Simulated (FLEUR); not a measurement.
Crystal: CdSe.

```
CELL_PARAMETERS angstrom
0.00000 3.07027 3.07027
3.07027 0.00000 3.07027
3.07027 3.07027 0.00000
ATOMIC_POSITIONS crystal
Cd 0.00000 0.00000 0.00000
Se 0.25000 0.25000 0.25000
```

Measurements of this composition are mostly on another form, of space group No. 186.

Base run:

* Program: FLEUR MaX-R8.1 (later development tree)
* Functional: LDA exchange alone (X-alpha)
* Potentials or basis: all-electron
* Basis: FLAPW
* Kmax: 4.58 1/bohr
* k mesh: 8 × 8 × 8
* Occupations: fermi-dirac, width 0.05 eV
* Spin: no spin polarisation

Its results: band gap on the k mesh 0.16 eV, direct.

**Question.** After a change of settings the same cell gave: band gap on the k mesh 0.39 eV, direct. Which change was it?
A. functional from LDA exchange alone (X-alpha) to Wu-Cohen GGA
B. functional from LDA exchange alone (X-alpha) to PBE
C. functional from LDA exchange alone (X-alpha) to revPBE

**Answer.** A.
